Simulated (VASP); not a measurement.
# CaO in VASP: one cell, several levels of theory, part 2 of 2

VASP 6.6.1, plane waves, PAW.

## 3. r2SCAN

Contents of INCAR:

```
ENCUT = 520.000000
SIGMA = 0.010000
EDIFF = 1.00e-07
ALGO = Normal
METAGGA = R2SCAN
PREC = Accurate
IBRION = -1
ISIF = 2
ISMEAR = 0
NBANDS = 15
NELM = 120
NSW = 0
LASPH = .TRUE.
LCHARG = .FALSE.
LWAVE = .FALSE.
LREAL = .FALSE.
```

Contents of KPOINTS:

```
KPOINTS created by Atomic Simulation Environment
0
Gamma
10 10 10
0 0 0
```

Contents of KPOINTS_OPT:

```
special points
7
Reciprocal
0.0000000000 0.0000000000 0.0000000000 1
0.5000000000 0.0000000000 0.5000000000 1
0.6250000000 0.2500000000 0.6250000000 1
0.3750000000 0.3750000000 0.7500000000 1
0.5000000000 0.5000000000 0.5000000000 1
0.5000000000 0.2500000000 0.7500000000 1
0.0000000000 0.5000000000 0.5000000000 1
```

Contents of POSCAR:

```
Ca O
 1.0000000000000000
     0.0000000000000000    2.3735746124000001    2.4095378640999998
     2.3735746124000001    0.0000000000000000    2.4095378640999998
     2.3735746124000001    2.3735746124000001    0.0000000000000000
 Ca  O
   1   1
Cartesian
  0.0000000000000000  0.0000000000000000  0.0000000000000000
  2.3735746124000006  2.3735746124000006  2.4095378640999998
```

The run is started by

```sh
> mpirun -np 1 vasp_std
```

Standard output, without the iteration lines:

```text
POSCAR found type information on POSCAR CaO
 POSCAR found :  2 types and       2 ions
 -----------------------------------------------------------------------------
|                                                                             |
|                                                                             |
|     You enforced a specific xc type in the INCAR file but a different       |
|     I HOPE YOU KNOW WHAT YOU ARE DOING!                                     |
|                                                                             |
 -----------------------------------------------------------------------------

 LDA part: xc-table for (None), standard interpolation
 POSCAR, INCAR and KPOINTS ok, starting setup
 FFT: planning ... GRIDC
 FFT: planning ... GRID_SOFT
 FFT: planning ... GRID
 WAVECAR not read
 entering main loop
 Start KPOINTS_OPT (optional k-point list driver)
k-point batch [1-7\7]
```

OSZICAR:

```text
N       E                     dE             d eps       ncg     rms          rms(c)
DAV:   1     0.118944709028E+03    0.11894E+03   -0.85836E+03  3060   0.112E+03
DAV:   2    -0.196833130219E+02   -0.13863E+03   -0.12871E+03  3754   0.300E+02
DAV:   3    -0.251354064335E+02   -0.54521E+01   -0.54090E+01  3806   0.620E+01
DAV:   4    -0.252788031657E+02   -0.14340E+00   -0.14326E+00  3871   0.926E+00
DAV:   5    -0.252814845506E+02   -0.26814E-02   -0.26813E-02  3676   0.117E+00    0.769E+00
DAV:   6    -0.193164010451E+02    0.59651E+01   -0.34583E+00  4061   0.232E+01    0.259E+00
DAV:   7    -0.194436805965E+02   -0.12728E+00   -0.49922E-01  3228   0.509E+00    0.193E+00
DAV:   8    -0.194786234081E+02   -0.34943E-01   -0.17440E-01  3074   0.461E+00    0.137E+00
DAV:   9    -0.194453519614E+02    0.33271E-01   -0.82339E-02  3243   0.292E+00    0.135E-01
DAV:  10    -0.194448250456E+02    0.52692E-03   -0.40456E-03  3508   0.624E-01    0.748E-02
DAV:  11    -0.194449817215E+02   -0.15668E-03   -0.60880E-04  3571   0.222E-01    0.495E-02
DAV:  12    -0.194449207596E+02    0.60962E-04   -0.15087E-04  3795   0.109E-01    0.760E-03
DAV:  13    -0.194449224098E+02   -0.16502E-05   -0.86974E-06  3579   0.302E-02    0.663E-03
DAV:  14    -0.194449222976E+02    0.11228E-06   -0.30479E-07  3898   0.477E-03    0.417E-03
DAV:  15    -0.194449217460E+02    0.55161E-06   -0.10480E-06  3249   0.817E-03    0.115E-03
DAV:  16    -0.194449217210E+02    0.24987E-07   -0.57785E-08  1797   0.231E-03
   1 F= -.19444922E+02 E0= -.19444922E+02  d E =-.999158E-65
       N       E                     dE             ncg
DAV:   1     0.263898409738E+04   -0.49341E+04      210
DAV:   2     0.173815129718E+04   -0.90083E+03      245
DAV:   3     0.170941904636E+04   -0.28732E+02      273
DAV:   4     0.170845624683E+04   -0.96280E+00      270
DAV:   5     0.170844430682E+04   -0.11940E-01      252
DAV:   6     0.170844395736E+04   -0.34946E-03      254
DAV:   7     0.170844394692E+04   -0.10434E-04      265
DAV:   8     0.170844394659E+04   -0.33075E-06      200
DAV:   9     0.170844394658E+04   -0.87434E-08      182
```

OUTCAR, selected sections:

```text
k-points           NKPTS =    102   k-points in BZ     NKDIM =    102   number of bands    NBANDS=     15

   NELECT =      16.0000    total number of electrons

   dimension x,y,z NGX =    28 NGY =   28 NGZ =   28
   dimension x,y,z NGXF=    56 NGYF=   56 NGZF=   56

  energy-cutoff  :      520.00
  volume of cell :       27.15
      direct lattice vectors                 reciprocal lattice vectors
     0.000000000  2.373574612  2.409537864    -0.210652742  0.210652742  0.207508671
     2.373574612  0.000000000  2.409537864     0.210652742 -0.210652742  0.207508671
     2.373574612  2.373574612  0.000000000     0.210652742  0.210652742 -0.207508671

 k-points in reciprocal lattice and weights: KPOINTS created by Atomic Simulation Env
   0.00000000  0.00000000  0.00000000       0.001
   0.10000000 -0.00000000  0.00000000       0.008
   0.20000000 -0.00000000  0.00000000       0.008
   0.30000000  0.00000000  0.00000000       0.008
   0.40000000  0.00000000  0.00000000       0.008
   0.50000000 -0.00000000  0.00000000       0.004
   0.10000000  0.10000000  0.00000000       0.002
   0.20000000  0.10000000  0.00000000       0.008
[... 94 more k-points ...]

 E-fermi :   2.2720

 k-point     1 :       0.0000    0.0000    0.0000
  band No.  band energies     occupation
      1     -36.8206      2.00000
      2     -16.7037      2.00000
      3     -16.6925      2.00000
      4     -16.6925      2.00000
      5     -14.3758      2.00000
      6       2.1148      2.00000
      7       2.1544      2.00000
      8       2.1544      2.00000
      9       7.7493      0.00000
     10       8.9812      0.00000
     11       9.0852      0.00000
     12       9.0852      0.00000
     13      10.6244      0.00000
     14      10.7558      0.00000
     15      18.0621      0.00000

 k-point     2 :       0.1000   -0.0000    0.0000
  band No.  band energies     occupation
      1     -36.8099      2.00000
      2     -16.8791      2.00000
      3     -16.7062      2.00000
      4     -16.6968      2.00000
      5     -14.1874      2.00000
      6       1.7898      2.00000
      7       1.9881      2.00000
      8       2.0100      2.00000
      9       8.2051      0.00000
     10       9.0061      0.00000
     11       9.2082      0.00000
     12       9.2617      0.00000
     13      10.8754      0.00000
     14      11.0116      0.00000
     15      18.4910      0.00000

 k-point     3 :       0.2000   -0.0000    0.0000
  band No.  band energies     occupation
      1     -36.7820      2.00000
      2     -17.2689      2.00000
      3     -16.7220      2.00000
      4     -16.7080      2.00000
      5     -13.7827      2.00000
      6       1.0222      2.00000
      7       1.6466      2.00000
      8       1.6622      2.00000
      9       8.9829      0.00000
     10       9.3259      0.00000
     11       9.7096      0.00000
     12       9.7503      0.00000
     13      11.5286      0.00000
     14      11.6759      0.00000
     15      19.1606      0.00000

 k-point     4 :       0.3000    0.0000    0.0000
  band No.  band energies     occupation
      1     -36.7473      2.00000
      2     -17.6542      2.00000
      3     -16.7413      2.00000
      4     -16.7218      2.00000
      5     -13.3775      2.00000
      6       0.2382      2.00000
      7       1.2718      2.00000
      8       1.2790      2.00000
      9       9.2494      0.00000
     10      10.4069      0.00000
     11      10.4243      0.00000
     12      10.4929      0.00000
     13      12.3594      0.00000
     14      12.5184      0.00000
     15      18.8108      0.00000

 k-point     5 :       0.4000    0.0000    0.0000
  band No.  band energies     occupation
      1     -36.7189      2.00000
      2     -17.9213      2.00000
      3     -16.7567      2.00000
      4     -16.7327      2.00000
      5     -13.0920      2.00000
      6      -0.3180      2.00000
      7       0.9971      2.00000
      8       0.9980      2.00000
      9       9.6855      0.00000
     10      11.0455      0.00000
     11      11.0532      0.00000
     12      11.3070      0.00000
     13      13.1099      0.00000
     14      13.2761      0.00000
     15      18.0017      0.00000

 k-point     6 :       0.5000   -0.0000    0.0000
  band No.  band energies     occupation
      1     -36.7080      2.00000
      2     -18.0160      2.00000
      3     -16.7626      2.00000
      4     -16.7369      2.00000
      5     -12.9897      2.00000
      6      -0.5175      2.00000
      7       0.8962      2.00000
      8       0.8977      2.00000
      9       9.9457      0.00000
     10      11.3050      0.00000
     11      11.3230      0.00000
     12      11.5319      0.00000
     13      13.4430      0.00000
     14      13.6097      0.00000
     15      17.6911      0.00000

 k-point     7 :       0.1000    0.1000    0.0000
  band No.  band energies     occupation
      1     -36.8069      2.00000
      2     -16.8861      2.00000
      3     -16.7148      2.00000
      4     -16.7148      2.00000
      5     -14.1676      2.00000
      6       1.5382      2.00000
      7       2.0793      2.00000
      8       2.0793      2.00000
      9       8.3218      0.00000
     10       8.6244      0.00000
     11       9.4657      0.00000
     12       9.4657      0.00000
     13      10.8540      0.00000
     14      11.1317      0.00000
     15      18.6419      0.00000

 k-point     8 :       0.2000    0.1000    0.0000
  band No.  band energies     occupation
      1     -36.7853      2.00000
      2     -17.1546      2.00000
      3     -16.7371      2.00000
      4     -16.7290      2.00000
      5     -13.8947      2.00000
      6       0.9967      2.00000
      7       1.8205      2.00000
      8       1.8909      2.00000
      9       8.4506      0.00000
     10       9.0851      0.00000
     11       9.8779      0.00000
     12       9.9579      0.00000
     13      11.1921      0.00000
     14      11.7745      0.00000
     15      19.3107      0.00000

[... the tables of k-points 9 to 102 left out ...]

  Total        0.6782970      0.6782970      0.1805635      0.0000000      0.0000000      0.0000000
  in kB       40.0277302     40.0277302     10.6554312      0.0000000      0.0000000      0.0000000
  external PRESSURE =      30.2369639 kB  Pullay stress =       0.0000000 kB

 POSITION                                       TOTAL-FORCE (eV/Angst)
 -----------------------------------------------------------------------------------
      0.00000      0.00000      0.00000        -0.000000      0.000000      0.000000
      2.37357      2.37357      2.40954         0.000000     -0.000000      0.000000
 -----------------------------------------------------------------------------------
    total drift:                                0.000000      0.000000      0.000000

  FREE ENERGIE OF THE ION-ELECTRON SYSTEM (eV)
  ---------------------------------------------------
  free  energy   TOTEN  =       -19.4449217210 eV

  energy  without entropy=      -19.4449217210  energy(sigma->0) =      -19.44492172
```

Hardware: 1 MPI rank of Intel Xeon Platinum 8488C, shared host.

The levels at the points of KPOINTS_OPT are read from vasprun.xml.

Band energies at the special points (eV, zero at the top of v, the last band that the electrons fill by count):

```
point    v−1      v     c   c+1
    Γ   0.00   0.00  5.59  6.83
    X  -0.41  -0.38  4.15  8.92
    U  -1.18  -0.82  5.72  8.77
    K  -1.27  -0.81  5.79  8.79
    L  -1.26  -1.26  7.79  9.15
    W  -1.11  -1.03  7.01  7.05
```

Gap with r2SCAN: 4.15 eV, valence top at Γ, conduction bottom at X. Least direct gap: 4.53 eV. The pressure is 3.02 GPa; the forces vanish within 0.01 eV/Å.

## 4. Summary

What follows sums up all 2 parts.

| level | gap (eV) | pressure (GPa) | Ansatz: gap (eV) | Ansatz: pressure (GPa) |
| --- | --- | --- | --- | --- |
| PBE | 3.60 | 4.99 | 3.62 | 4.33 |
| r2SCAN | 4.15 | 3.02 | 4.17 | 1.87 |

**Reading.** The gap spans 3.60 eV (PBE) to 4.15 eV (r2SCAN). At this one volume the pressure spans 3.0 GPa (r2SCAN) to 5.0 GPa (PBE): PBE wants the largest cell and r2SCAN the smallest. The two programs agree on the gap within 0.03 eV, far less than the spread between functionals. The two codes have different PAW datasets and cutoffs.
